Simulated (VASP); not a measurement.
# Cu (I4/mmm) in VASP: a series of runs, part 2 of 2

VASP 6.6.1. The steps go on from the part before.

## Step 6: Relaxation of the atoms, PBEsol+U (volume scaled by 0.96)

Input file run.py:

```python
from ase import Atoms
from ase.calculators.vasp import Vasp

atoms = Atoms(
    ['Cu'],
    cell=[[-1.4232937226, 1.4232937226, 1.3574834749], [1.4232937226, -1.4232937226, 1.3574834749], [1.4232937226, 1.4232937226, -1.3574834749]],
    scaled_positions=[[0.0, 0.0, 0.0]],
    pbc=True,
)
calc = Vasp(
    directory='calc',
    xc='pbesol',
    pp='PBE',
    setups='recommended',
    prec='Accurate',
    encut=520,
    ediff=1e-06,
    ismear=1,
    sigma=0.1,
    lreal=False,
    lasph=False,
    nelm=100,
    algo='Normal',
    isif=2,
    lwave=False,
    lcharg=False,
    lmaxmix=4,
    ldautype=2,
    ldauprint=1,
    ibrion=3,
    nsw=60,
    ediffg=-0.01,
    potim=0.2,
    smass=0.4,
    nelmin=4,
    ldau_luj={'Cu': {'L': 2, 'U': 7, 'J': 0}},
    kpts=[13, 13, 13],
    gamma=True,
)
atoms.calc = calc

print('energy (eV):', atoms.get_potential_energy())
print('free energy (eV):', atoms.get_potential_energy(force_consistent=True))
print('forces (eV/A):')
print(atoms.get_forces())
print('stress (eV/A^3, Voigt):', atoms.get_stress())
print('Fermi level (eV):', calc.get_fermi_level())
print('cell (A, degrees):', atoms.cell.cellpar())
print('volume (A^3):', atoms.get_volume())
print('scaled positions:')
print(atoms.get_scaled_positions())
```

Potentials or basis: VASP PAW PBE potentials, release 64 (Cu).

On the command line:

```bash
$ python run.py
```

Log:

```text
energy (eV): -2.0591591
free energy (eV): -2.05908735
forces (eV/A):
[[ 0.  0. -0.]]
stress (eV/A^3, Voigt): [-0.0052533  -0.0052533   0.00351032 -0.          0.         -0.        ]
Fermi level (eV): 7.63115369
cell (A, degrees): [  2.42781618   2.42781618   2.42781618 108.21809554 108.21809554
 112.00763489]
volume (A^3): 10.999770159025449
scaled positions:
[[0. 0. 0.]]
```

OUTCAR:

```text
ENCUT = 520.000000
   POTIM = 0.200000
   EDIFF = 1.00e-06
   EDIFFG = -1.00e-02
   GGA = PS
   PREC = Accurate
   IBRION = 3
   ISIF = 2
   ISMEAR = 1
   NELM = 100
   NELMIN = 4
   NSW = 60
   LASPH = .FALSE.
   LREAL = .FALSE.

 ion  position               nearest neighbor table
   1  0.000  0.000  0.000-

  LATTYP: Found a body centered tetragonal cell.
 ALAT       =     2.8465874452
 C/A-ratio  =     0.9537620052

  Lattice vectors:

 A1 = (  -1.4232937226,   1.4232937226,   1.3574834749)
 A2 = (   1.4232937226,  -1.4232937226,   1.3574834749)
 A3 = (   1.4232937226,   1.4232937226,  -1.3574834749)

Analysis of symmetry for initial positions (statically):
=====================================================================
 Subroutine PRICEL returns:
 Original cell was already a primitive cell.

 Routine SETGRP: Setting up the symmetry group for a
 body centered tetragonal supercell.

 Subroutine GETGRP returns: Found 16 space group operations
 (whereof 16 operations were pure point group operations)
 out of a pool of 16 trial point group operations.

The static configuration has the point symmetry D_4h.

Analysis of symmetry for dynamics (positions and initial velocities):
=====================================================================
 Subroutine PRICEL returns:
 Original cell was already a primitive cell.

 Routine SETGRP: Setting up the symmetry group for a
 body centered tetragonal supercell.

 Subroutine GETGRP returns: Found 16 space group operations
 (whereof 16 operations were pure point group operations)
 out of a pool of 16 trial point group operations.

The dynamic configuration has the point symmetry D_4h.

 Subroutine INISYM returns: Found 16 space group operations
 (whereof 16 operations are pure point group operations),
 and found     1 'primitive' translations

[... 161 lines left out ...]
 number of electron      11.0000007 magnetization

 Free energy of the ion-electron system (eV)
  ---------------------------------------------------
  ext. energy  EPLUGINS =         0.00000000
  ---------------------------------------------------
  free energy    TOTEN  =        -2.42340650 eV

  energy without entropy =       -2.42310371  energy(sigma->0) =       -2.42330557

atom =   1  type =  1  l = 2

 onsite density matrix

spin component  1

  0.9399  0.0000  0.0000 -0.0000  0.0000
  0.0000  0.9417 -0.0000  0.0000 -0.0000
  0.0000 -0.0000  0.9473  0.0000  0.0000
 -0.0000  0.0000  0.0000  0.9417  0.0000
  0.0000 -0.0000  0.0000  0.0000  0.9508

spin component  2

  0.9399  0.0000  0.0000 -0.0000  0.0000
  0.0000  0.9417 -0.0000  0.0000 -0.0000
  0.0000 -0.0000  0.9473  0.0000  0.0000
 -0.0000  0.0000  0.0000  0.9417  0.0000
  0.0000 -0.0000  0.0000  0.0000  0.9508

 occupancies and eigenvectors

  o =  0.9399  v =  1.0000  0.0000  0.0000  0.0000  0.0000  0.0000  0.0000  0.0000  0.0000  0.0000      0.0000  0.0000  0.0000  0.0000  0.0000  0.0000  0.0000  0.0000  0.0000  0.0000
  o =  0.9399  v =  0.0000  0.0000  0.0000  0.0000  0.0000  1.0000  0.0000  0.0000  0.0000  0.0000      0.0000  0.0000  0.0000  0.0000  0.0000  0.0000  0.0000  0.0000  0.0000  0.0000
  o =  0.9417  v =  0.0000 -0.8305 -0.0000 -0.5570 -0.0000  0.0000  0.0000  0.0000  0.0000  0.0000      0.0000  0.0000  0.0000  0.0000  0.0000  0.0000  0.0000  0.0000  0.0000  0.0000
  o =  0.9417  v =  0.0000  0.0000  0.0000  0.0000  0.0000  0.0000 -0.8305 -0.0000 -0.5570 -0.0000      0.0000  0.0000  0.0000  0.0000  0.0000  0.0000  0.0000  0.0000  0.0000  0.0000
  o =  0.9417  v =  0.0000 -0.5570 -0.0000  0.8305  0.0000  0.0000  0.0000  0.0000  0.0000  0.0000      0.0000  0.0000  0.0000  0.0000  0.0000  0.0000  0.0000  0.0000  0.0000  0.0000
  o =  0.9417  v =  0.0000  0.0000  0.0000  0.0000  0.0000  0.0000 -0.5570 -0.0000  0.8305  0.0000      0.0000  0.0000  0.0000  0.0000  0.0000  0.0000  0.0000  0.0000  0.0000  0.0000
  o =  0.9473  v =  0.0000  0.0000 -1.0000  0.0000  0.0000  0.0000  0.0000  0.0000  0.0000  0.0000      0.0000  0.0000  0.0000  0.0000  0.0000  0.0000  0.0000  0.0000  0.0000  0.0000
  o =  0.9473  v =  0.0000  0.0000  0.0000  0.0000  0.0000  0.0000  0.0000 -1.0000  0.0000  0.0000      0.0000  0.0000  0.0000  0.0000  0.0000  0.0000  0.0000  0.0000  0.0000  0.0000
  o =  0.9508  v =  0.0000  0.0000 -0.0000  0.0000 -1.0000  0.0000  0.0000  0.0000  0.0000  0.0000      0.0000  0.0000  0.0000  0.0000  0.0000  0.0000  0.0000  0.0000  0.0000  0.0000
  o =  0.9508  v =  0.0000  0.0000  0.0000  0.0000  0.0000  0.0000  0.0000 -0.0000  0.0000 -1.0000      0.0000  0.0000  0.0000  0.0000  0.0000  0.0000  0.0000  0.0000  0.0000  0.0000

 number of electron      11.0000008 magnetization

 Free energy of the ion-electron system (eV)
  ---------------------------------------------------
  ext. energy  EPLUGINS =         0.00000000
  ---------------------------------------------------
  free energy    TOTEN  =        -2.05908735 eV

  energy without entropy =       -2.05930261  energy(sigma->0) =       -2.05915910

 E-fermi :   7.6312     XC(G=0): -13.2029

 val. band max:        7.5016795953   @ k =  -0.1538   0.4615   0.0769
 cond. band min:       7.6602050371   @ k =  -0.3077   0.3846   0.2308
 fundamental gap:      0.1585254418
 Fermi energy:         7.6311536921

------------------------ aborting loop because EDIFF is reached ----------------------------------------

  FORCE on cell =-STRESS in cart. coord.  units (eV):
  Direction    XX          YY          ZZ          XY          YZ          ZX
  --------------------------------------------------------------------------------------
  -------------------------------------------------------------------------------------
  Total        0.0577851      0.0577851     -0.0386126      0.0000000     -0.0000000     -0.0000000
  in kB        8.4167207      8.4167207     -5.6241457      0.0000000     -0.0000000     -0.0000000
  external PRESSURE =       3.7364319 kB  Pullay stress =       0.0000000 kB

 VOLUME and BASIS-vectors are now :
 -----------------------------------------------------------------------------
  energy-cutoff  :      520.00
  volume of cell :       11.00
      direct lattice vectors                 reciprocal lattice vectors
    -1.423293723  1.423293723  1.357483475     0.000000000  0.351297833  0.368328609
     1.423293723 -1.423293723  1.357483475     0.351297833  0.000000000  0.368328609
     1.423293723  1.423293723 -1.357483475     0.351297833  0.351297833  0.000000000

 POSITION                                       TOTAL-FORCE (eV/Angst)
 -----------------------------------------------------------------------------------
      0.00000      0.00000      0.00000         0.000000      0.000000     -0.000000
 -----------------------------------------------------------------------------------
    total drift:                                0.000000      0.000000      0.000000

  FREE ENERGIE OF THE ION-ELECTRON SYSTEM (eV)
  ---------------------------------------------------
  free  energy   TOTEN  =        -2.0590873475 eV

  energy  without entropy=       -2.0593026144  energy(sigma->0) =       -2.05915910

 reached required accuracy - stopping structural energy minimisation
```

INCAR:

```text
ENCUT = 520.000000
POTIM = 0.200000
SIGMA = 0.100000
SMASS = 0.400000
EDIFF = 1.00e-06
EDIFFG = -1.00e-02
ALGO = Normal
GGA = PS
PREC = Accurate
IBRION = 3
ISIF = 2
ISMEAR = 1
LDAUPRINT = 1
LDAUTYPE = 2
LMAXMIX = 4
NELM = 100
NELMIN = 4
NSW = 60
LASPH = .FALSE.
LCHARG = .FALSE.
LWAVE = .FALSE.
LREAL = .FALSE.
LDAU = .TRUE.
LDAUL = 2
LDAUU = 7.000
LDAUJ = 0.000
```

Wall time 14 s (1 thread of Intel Xeon 6975P-C (Granite Rapids), shared host); peak memory 0.12 GiB.

Results:

```yaml
Free_energy: -2.0591 eV
Pressure_after_relaxing: 0.4 GPa
Band_gap_on_the_k_mesh: none (metal or under the smearing width)
```

Stress tensor (GPa, compression positive):
```
 0.84  0.00  0.00
 0.00  0.84  0.00
 0.00  0.00 -0.56
```

Final structure:
```cif
data_structure
_symmetry_space_group_name_H-M 'P 1'
_symmetry_Int_Tables_number 1
_cell_length_a 2.4278
_cell_length_b 2.4278
_cell_length_c 2.4278
_cell_angle_alpha 108.218
_cell_angle_beta 108.218
_cell_angle_gamma 112.008
_cell_volume 11.00
loop_
_atom_site_label
_atom_site_type_symbol
_atom_site_fract_x
_atom_site_fract_y
_atom_site_fract_z
_atom_site_occupancy
Cu1 Cu 0.00000 0.00000 0.00000 1
```

Eigenvalues of the final occupation matrices:
| site | spin | trace | eigenvalues |
| --- | --- | --- | --- |
| site 1 d | 1 | 4.72 | 0.94 0.94 0.94 0.95 0.95 |
| site 1 d | 2 | 4.72 | 0.94 0.94 0.94 0.95 0.95 |

Caveat: the relaxation stopped at its first step, so nothing moved; the PAW data sets were made with another functional, which shifts forces and pressure a little; U without spin polarisation on a metal has little footing; the U is typed as a test and isn't derived for this compound.

## Step 7: For comparison

An earlier run on the cell as given: functional PBE; potentials or basis VASP PAW PBE potentials, release 64 (Cu); cutoff 520 eV; k mesh 13 × 13 × 13; occupations fermi-dirac, width 0.05 eV; no spin polarisation.

- Pressure: 7.9 GPa
- Band gap on the k mesh: none (metal or under the smearing width)

## Step 8: Summary

| task | level | U | cell | cutoff (eV) | smearing | LDAUTYPE | hund's J | optimiser | other keys | gap on the mesh (eV) | pressure (GPa) |
| --- | --- | --- | --- | --- | --- | --- | --- | --- | --- | --- | --- |
| single point | PBE+U | Cu d U = 3.5 eV, J = 1.0 eV | as given | 800 | methfessel-paxton 0.2 eV | 2 | 1 | - | ENCUT = 800 | none | 6.4 |
| relaxation of the atoms | PBE+U | Cu d U = 2 eV | atoms relaxed from: cell strained at random at fixed volume | 520 | methfessel-paxton 0.1 eV | - | - | - | - | none | 7.8 |
| relaxation of cell and atoms | PBEsol+D4+U | Cu d U = 3 eV | relaxed | 600 | fermi-dirac 0.02 eV | - | - | BFGSLineSearch | - | none | 0.0 |
| electrostatic potential | r2SCAN+D3(BJ)+U | Cu d U = 8 eV | volume scaled by 1.04 | 520 | gaussian 0.1 eV | - | - | - | - | none | -10.3 |
| relaxation of the atoms | PBEsol+U | Cu d U = 7 eV | atoms relaxed from: volume scaled by 0.96 | 520 | methfessel-paxton 0.1 eV | - | - | vasp | LASPH = no; IBRION = 3; POTIM = 0.2; SMASS = 0.4; NELMIN = 4 | none | 0.4 |
| single point | PBE | - | as given | 520 | fermi-dirac 0.05 eV | - | - | - | - | none | 7.9 |

Alike in all rows: potentials or basis VASP PAW PBE potentials, release 64 (Cu); no spin polarisation; k mesh 13 × 13 × 13.

Caveats: U without spin polarisation on a metal has little footing (some runs); the U is typed as a test and isn't derived for this compound (some runs); the PAW data sets were made with another functional, which shifts forces and pressure a little (some runs); the relaxation stopped at its first step, so nothing moved (some runs); pairwise dispersion overbinds metals, which lowers pressure and volume (some runs).

Total energies depend on the potentials used, so only differences within one code and one set of settings carry meaning.
